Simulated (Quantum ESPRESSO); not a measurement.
The system is TiB2.

```
Ti B
1.0
     3.02920    0.00000    0.00000
    -1.51460    2.62336    0.00000
     0.00000    0.00000    3.22840
Ti B
1 2
Direct
  0.00000 0.00000 0.00000
  0.66667 0.33333 0.50000
  0.33333 0.66667 0.50000
```

Base run:

| Property | Result |
| --- | --- |
| Program | Quantum ESPRESSO 7.5 |
| Functional | LDA |
| Potentials or basis | GBRV 1.5 LDA |
| Cutoff | 612 eV |
| Density cutoff | 4898 eV |
| k mesh | 10 × 10 × 8 |
| Occupations | fermi-dirac, width 0.05 eV |
| Spin | no spin polarisation |

Its results: band gap on the k mesh none (metal or under the smearing width); pressure -10.5 GPa.

Task: The run is repeated on the same cell with these changes: functional from LDA to PBEsol; potentials or basis from GBRV 1.5 LDA to GBRV 1.5 PBEsol. What comes out?

Result: Band gap on the k mesh none (metal or under the smearing width); pressure -4.9 GPa.
